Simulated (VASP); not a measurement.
# Li (Fm-3m) in VASP: a series of runs

The runs below take Li through single point, relaxation of cell and atoms, with PBE+D3(BJ).

Everything below comes from runs of VASP 6.6.1. Logs are shortened: lines on timing, memory, paths and dates and some standing lists are left out, and cuts for length are marked.

**1. The crystal as given**

It takes space group Fm-3m (No. 225, cubic). Conventional cell: a = 4.177 Å, b = 4.177 Å, c = 4.177 Å, α = 90.00°, β = 90.00°, γ = 90.00°. Around Li (site symmetry m-3m) lie 12 Li at 2.95 Å.

This isn't the form of Li at room conditions, which is bcc.

**2. Single point, PBE+D3(BJ)**

INCAR reads:

```
SYSTEM = Li
  ALGO = Normal
  EDIFF = 1E-6
  ENCUT = 520
  GGA = PE
  ISIF = 2
  ISMEAR = 0
  IVDW = 12
  LASPH = .TRUE.
  LCHARG = .FALSE.
  LREAL = .FALSE.
  LWAVE = .FALSE.
  NBANDS = 8
  NELM = 60
  PREC = Accurate
  SIGMA = 0.1
```

KPOINTS reads:

```
k-points
0
G
  18 18 18
  0 0 0
```

POSCAR reads:

```
Li
1.0
    0.0000000000      2.0884826778      2.0884826778
    2.0884826778      0.0000000000      2.0884826778
    2.0884826778      2.0884826778      0.0000000000
Li
1
Direct
    0.0000000000      0.0000000000      0.0000000000
```

Potentials or basis: VASP PAW PBE potentials, release 64 (Li_sv).

The run is started by

```sh
$ cat potpaw_PBE.64/Li_sv/POTCAR > POTCAR
$ mpirun -np 1 vasp_std > vasp.out
```

OUTCAR:

```text
SYSTEM = Li
   EDIFF = 1E-6
   ENCUT = 520
   GGA = PE
   ISIF = 2
   ISMEAR = 0
   IVDW = 12
   LASPH = .TRUE.
   LREAL = .FALSE.
   NELM = 60
   PREC = Accurate
 IVDW          = 12

 ion  position               nearest neighbor table
   1  0.000  0.000  0.000-

  LATTYP: Found a face centered cubic cell.
 ALAT       =     4.1769653556

  Lattice vectors:

 A1 = (   0.0000000000,   2.0884826778,   2.0884826778)
 A2 = (   2.0884826778,   0.0000000000,   2.0884826778)
 A3 = (   2.0884826778,   2.0884826778,   0.0000000000)

Analysis of symmetry for initial positions (statically):
=====================================================================
 Subroutine PRICEL returns:
 Original cell was already a primitive cell.

 Routine SETGRP: Setting up the symmetry group for a
 face centered cubic supercell.

 Subroutine GETGRP returns: Found 48 space group operations
 (whereof 48 operations were pure point group operations)
 out of a pool of 48 trial point group operations.

The static configuration has the point symmetry O_h .

Analysis of symmetry for dynamics (positions and initial velocities):
=====================================================================
 Subroutine PRICEL returns:
 Original cell was already a primitive cell.

 Routine SETGRP: Setting up the symmetry group for a
 face centered cubic supercell.

 Subroutine GETGRP returns: Found 48 space group operations
 (whereof 48 operations were pure point group operations)
 out of a pool of 48 trial point group operations.

The dynamic configuration has the point symmetry O_h .

 Subroutine INISYM returns: Found 48 space group operations
 (whereof 48 operations are pure point group operations),
 and found     1 'primitive' translations

----------------------------------------------------------------------------------------

                                     Primitive cell

  volume of cell :      18.2189

  direct lattice vectors                    reciprocal lattice vectors
     0.000000000  2.088482678  2.088482678    -0.239408258  0.239408258  0.239408258
     2.088482678  0.000000000  2.088482678     0.239408258 -0.239408258  0.239408258
     2.088482678  2.088482678  0.000000000     0.239408258  0.239408258 -0.239408258

  length of vectors
     2.953560528  2.953560528  2.953560528     0.414667267  0.414667267  0.414667267

  position of ions in fractional coordinates (direct lattice)
     0.000000000  0.000000000  0.000000000

  ion indices of the primitive-cell ions
   primitive index   ion index
                 1           1

----------------------------------------------------------------------------------------

 KPOINTS: k-points

Automatic generation of k-mesh.
 Grid dimensions read from file:
 generate k-points for:   18   18   18

 Generating k-lattice:

  Cartesian coordinates                     Fractional coordinates (reciprocal lattice)
    -0.013300459  0.013300459  0.013300459     0.055555556  0.000000000  0.000000000
     0.013300459 -0.013300459  0.013300459     0.000000000  0.055555556  0.000000000
     0.013300459  0.013300459 -0.013300459     0.000000000  0.000000000  0.055555556

  Length of vectors
     0.023037070  0.023037070  0.023037070

  Shift w.r.t. Gamma in fractional coordinates (k-lattice)
     0.000000000  0.000000000  0.000000000

 Subroutine IBZKPT returns following result:
 ===========================================

 Found    195 irreducible k-points:

 Following reciprocal coordinates:
            Coordinates               Weight
  0.000000  0.000000  0.000000      1.000000
  0.055556  0.000000  0.000000      8.000000
  0.111111  0.000000  0.000000      8.000000
  0.166667  0.000000  0.000000      8.000000
  0.222222  0.000000  0.000000      8.000000
  0.277778  0.000000  0.000000      8.000000
[... 16 lines left out ...]
 -0.277778  0.055556  0.000000     24.000000
 -0.222222  0.055556  0.000000     24.000000
 [... further k-points ...]
   k-points           NKPTS =    195   k-points in BZ     NKDIM =    195   number of bands    NBANDS=      8
   number of dos      NEDOS =    301   number of ions     NIONS =      1
   total plane-waves  NPLWV =  13824
   dimension x,y,z NGX =    24 NGY =   24 NGZ =   24
   dimension x,y,z NGXF=    48 NGYF=   48 NGZF=   48
   ions per type =               1
   NGX,Y,Z   is equivalent  to a cutoff of  13.51, 13.51, 13.51 a.u.
   NGXF,Y,Z  is equivalent  to a cutoff of  27.02, 27.02, 27.02 a.u.
 SYSTEM =  Li
   PREC   = accura    normal or accurate (medium, high low for compatibility)
   ISTART =      0    job   : 0-new  1-cont  2-samecut
   ICHARG =      2    charge: 1-file 2-atom 10-const
   ISPIN  =      1    spin polarized calculation?
   LNONCOLLINEAR =      F non collinear calculations
   LSORBIT =      F    spin-orbit coupling
   LASPH  =      T    aspherical Exc in radial PAW
   ENCUT  =  520.0 eV  38.22 Ry    6.18 a.u.   5.49  5.49  5.49*2*pi/ulx,y,z
   NELM   =     60;   NELMIN=  2; NELMDL= -5     # of ELM steps
   EDIFF  = 0.1E-05   stopping-criterion for ELM
   LREAL  =      F    real-space projection
   EDIFFG = 0.1E-04   stopping-criterion for IOM
   NSW    =      0    number of steps for IOM
   IBRION =     -1    ionic relax: 0-MD 1-quasi-New 2-CG
   NFREE  =      0    steps in history (QN), initial steepest desc. (CG)
   ISIF   =      2    stress and relaxation
   ISYM   =      2    0-nonsym 1-usesym 2-fastsym
   POTIM  = 0.5000    time-step for ionic-motion
   TEBEG  =    0.0;   TEEND  =   0.0 temperature during run
   PSTRESS=    0.0 pullay stress
   NELECT =       3.0000    total number of electrons
   NUPDOWN=      -1.0000    fix difference up-down
   EMIN   =  10.00;   EMAX   =-10.00  energy-range for DOS
   EFERMI =   0.00;   METHOD = LEGACY
   ISMEAR =     0;   SIGMA  =   0.10  broadening in eV -4-tet -1-fermi 0-gaus
   EFERMI_NEDOS =   21; number of points for ismear=-14 and -15
   IALGO  =     38    algorithm
   IMIX   =      4    mixing-type and parameters
     AMIX     =   0.40;   BMIX     =  1.00
     AMIX_MAG =   1.60;   BMIX_MAG =  1.00
  volume/ion in A,a.u.               =      18.22       122.95
  Fermi-wavevector in a.u.,A,eV,Ry     =   0.897307  1.695664 10.954864  0.805160
  Thomas-Fermi vector in A             =   2.019875
   LORBIT       =      0    0 simple, 1 ext, 2 COOP (PROOUT), +10 PAW based schemes
   GGA     = PE    functional components
   LHFCALC =     F    Hartree Fock is set to
   AEXX    =    0.0000 exact exchange contribution
   IVDW    =    12    specifies the selected vdW correction
   LEPSILON=     F    determine dielectric tensor
   LRPA    =     F    only Hartree local field effects (RPA)
 non-spin polarized calculation
 Gauss-broadening in eV      SIGMA  =   0.10
  energy-cutoff  :      520.00
  volume of cell :       18.22
 maximum number of plane-waves:       531
 NGX is ok and might be reduce to    24
   NGX = 11   NGY = 11   NGZ = 11

 number of electron       3.0000005 magnetization

 Free energy of the ion-electron system (eV)
  ---------------------------------------------------
  ext. energy  EPLUGINS =         0.00000000
  ---------------------------------------------------
  free energy    TOTEN  =        -1.89862836 eV

  energy without entropy =       -1.89708110  energy(sigma->0) =       -1.89785473

 E-fermi :   0.9436     XC(G=0):  -7.3091

 val. band max:        0.9386026517   @ k =   0.5000   0.2222   0.0556
 cond. band min:       0.9971474478   @ k =   0.5000   0.1111   0.0000
 fundamental gap:      0.0585447961
 Fermi energy:         0.9436309536

 k-point     1 :       0.0000    0.0000    0.0000
  band No.  band energies     occupation
      1     -45.4158      2.00000
      2      -2.7574      2.00000
      3      16.4117      0.00000
      4      16.4118      0.00000
      5      16.4118      0.00000
      6      20.4622      0.00000
      7      20.4622      0.00000
      8      20.4622      0.00000

 k-point     2 :       0.0556    0.0000    0.0000
  band No.  band energies     occupation
      1     -45.4149      2.00000
      2      -2.7002      2.00000
      3      15.7234      0.00000
      4      16.2668      0.00000
      5      16.2668      0.00000
      6      19.7974      0.00000
      7      20.7148      0.00000
      8      20.7148      0.00000

 k-point     3 :       0.1111    0.0000    0.0000
  band No.  band energies     occupation
      1     -45.4124      2.00000
      2      -2.5287      2.00000
      3      14.1194      0.00000
      4      15.9273      0.00000
      5      15.9273      0.00000
      6      19.6325      0.00000
      7      21.3190      0.00000
      8      21.3190      0.00000

 k-point     4 :       0.1667    0.0000    0.0000
  band No.  band energies     occupation
      1     -45.4088      2.00000
      2      -2.2432      2.00000
      3      12.2606      0.00000
      4      15.5416      0.00000
      5      15.5417      0.00000
      6      19.8311      0.00000
      7      21.7746      0.00000
      8      21.7746      0.00000

 k-point     5 :       0.2222    0.0000    0.0000
  band No.  band energies     occupation
      1     -45.4041      2.00000
      2      -1.8441      2.00000
      3      10.4186      0.00000
      4      15.1956      0.00000
      5      15.1957      0.00000
      6      20.1090      0.00000
      7      21.3680      0.00000
      8      21.3680      0.00000

 k-point     6 :       0.2778    0.0000    0.0000
  band No.  band energies     occupation
      1     -45.3994      2.00000
      2      -1.3359      2.00000
      3       8.6844      0.00000
      4      14.9241      0.00000
      5      14.9241      0.00000
      6      20.1602      0.00000
      7      20.5515      0.00000
      8      20.5515      0.00000

 k-point     7 :       0.3333    0.0000    0.0000
  band No.  band energies     occupation
      1     -45.3949      2.00000
      2      -0.7298      2.00000
      3       7.1046      0.00000
      4      14.7351      0.00000
      5      14.7351      0.00000
      6      19.7823      0.00000
      7      19.7823      0.00000
      8      19.9003      0.00000
[... 133 lines left out ...]
 k-point    20 :      -0.4444    0.0556    0.0000
  band No.  band energies     occupation
      1     -45.3880      2.00000
      2       0.7970      1.96185
      3       4.4541      0.00000
      4      14.0054      0.00000
      5      14.4344      0.00000
      6      17.6879      0.00000
      7      18.9847      0.00000
      8      21.0610      0.00000

 k-point    21 :      -0.3889    0.0556    0.0000
  band No.  band energies     occupation
      1     -45.3899      2.00000
      2       0.2256      2.00000
      3       5.3551      0.00000
      4      13.8491      0.00000
      5      14.7353      0.00000
      6      18.0817      0.00000
      7      19.0194      0.00000
      8      21.3133      0.00000

 k-point    22 :      -0.3333    0.0556    0.0000
  band No.  band energies     occupation
      1     -45.3931      2.00000
      2      -0.4539      2.00000
      3       6.6435      0.00000
      4      13.8006      0.00000
      5      15.0658      0.00000
      6      18.6215      0.00000
      7      19.3076      0.00000
      8      21.6261      0.00000

 k-point    23 :      -0.2778    0.0556    0.0000
  band No.  band energies     occupation
      1     -45.3974      2.00000
      2      -1.0898      2.00000
      3       8.1596      0.00000
      4      13.8696      0.00000
      5      15.4110      0.00000
      6      19.2618      0.00000
      7      19.8430      0.00000
      8      21.5713      0.00000

 k-point    24 :      -0.2222    0.0556    0.0000
  band No.  band energies     occupation
      1     -45.4020      2.00000
      2      -1.6341      2.00000
      3       9.8408      0.00000
      4      14.0591      0.00000
      5      15.7642      0.00000
      6      19.8131      0.00000
      7      20.5697      0.00000
      8      21.2976      0.00000

 [... further k-points ...]

------------------------ aborting loop because EDIFF is reached ----------------------------------------

 Edisp (eV)   -0.18817

 E8    (eV) :    -0.0782

  FORCE on cell =-STRESS in cart. coord.  units (eV):
  Direction    XX          YY          ZZ          XY          YZ          ZX
  --------------------------------------------------------------------------------------
  -------------------------------------------------------------------------------------
  Total      -0.00898    -0.00898    -0.00898    -0.00000     0.00000    -0.00000
  in kB      -0.78956    -0.78956    -0.78956    -0.00000     0.00000    -0.00000
  external pressure =       -0.79 kB  Pullay stress =        0.00 kB

 VOLUME and BASIS-vectors are now :
 -----------------------------------------------------------------------------
  energy-cutoff  :      520.00
  volume of cell :       18.22
      direct lattice vectors                 reciprocal lattice vectors
     0.000000000  2.088482678  2.088482678    -0.239408258  0.239408258  0.239408258
     2.088482678  0.000000000  2.088482678     0.239408258 -0.239408258  0.239408258
     2.088482678  2.088482678  0.000000000     0.239408258  0.239408258 -0.239408258

 POSITION                                       TOTAL-FORCE (eV/Angst)
 -----------------------------------------------------------------------------------
      0.00000      0.00000      0.00000        -0.000000     -0.000000     -0.000000
 -----------------------------------------------------------------------------------
    total drift:                               -0.000000      0.000000     -0.000000

  FREE ENERGIE OF THE ION-ELECTRON SYSTEM (eV)
  ---------------------------------------------------
  free  energy   TOTEN  =        -2.0867940226 eV

  energy  without entropy=       -2.0852467569  energy(sigma->0) =       -2.08602039
```

Run time: 6.8 s. Hardware: 1 thread of Intel Xeon 6975P-C (Granite Rapids), shared host; peak memory 0.15 GiB.

Results:

* Free energy: -2.0868 eV
* Band gap on the k mesh: none (metal or under the smearing width)
* Dispersion energy per atom: -0.188 eV

Caveat: the cutoff is under 1.25 times the usual one of these potentials, so pressure, stress and relaxed cells hold a basis-set (Pulay) error; pairwise dispersion overbinds metals, which lowers pressure and volume.

**3. Relaxation of cell and atoms, PBE+D3(BJ)**

INCAR reads:

```
SYSTEM = Li
PREC = Accurate
ENCUT = 600
EDIFF = 1E-7
ISMEAR = 0
SIGMA = 0.1
LREAL = .False.
LASPH = .True.
NELM = 80
ALGO = Fast
ISIF = 3
LWAVE = .False.
LCHARG = .False.
GGA = PE
IVDW = 12
IBRION = 2
NSW = 100
EDIFFG = -0.005
```

KPOINTS reads:

```
regular mesh
0
Gamma
  18 18 18
  0 0 0
```

POSCAR is that of step 2.

Potentials or basis: VASP PAW PBE potentials, release 64 (Li_sv).

The run is started by

```sh
$ cat potpaw_PBE.64/Li_sv/POTCAR > POTCAR
$ mpirun -np 1 vasp_std > vasp.out
```

It took 13 s on 1 thread of Intel Xeon 6975P-C (Granite Rapids), shared host; peak memory 0.15 GiB.

The run converged. Its results:

```
Free energy                            : -2.0867 eV
Relaxed volume                         : 18.07 Å³/atom
Relaxed cell                           : a = 2.946 Å, b = 2.946 Å, c = 2.946 Å, α = 60.00°, β = 60.00°, γ = 60.00°
Space group after relaxing (to 0.05 Å) : Fm-3m (No. 225)
Energy gained by relaxing              : 0.1 meV/atom
Ionic steps                            : 3
Pressure after relaxing                : 0.0 GPa
Band gap on the k mesh                 : none (metal or under the smearing width)
Dispersion energy per atom             : -0.190 eV
```

Final structure:
```cif
data_structure
_symmetry_space_group_name_H-M 'P 1'
_symmetry_Int_Tables_number 1
_cell_length_a 2.9456
_cell_length_b 2.9456
_cell_length_c 2.9456
_cell_angle_alpha 60.000
_cell_angle_beta 60.000
_cell_angle_gamma 60.000
_cell_volume 18.07
loop_
_atom_site_label
_atom_site_type_symbol
_atom_site_fract_x
_atom_site_fract_y
_atom_site_fract_z
_atom_site_occupancy
Li1 Li 0.00000 0.00000 0.00000 1
```

Levels at points of the mesh, in eV from the Fermi level:
| k point | band 1 | band 2 | band 3 | band 4 | band 5 |
| --- | --- | --- | --- | --- | --- |
| (0.00, 0.00, 0.00) | -46.34 | -3.71 | 15.56 | 15.56 | 15.56 |
| (0.50, 0.00, 0.00) | -46.31 | -0.07 | 3.32 | 13.68 | 13.68 |
| (0.50, 0.50, 0.00) | -46.31 | 1.61 | 5.13 | 9.10 | 9.10 |

Caveat: the cutoff is under 1.25 times the usual one of these potentials, so pressure, stress and relaxed cells hold a basis-set (Pulay) error; pairwise dispersion overbinds metals, which lowers pressure and volume.
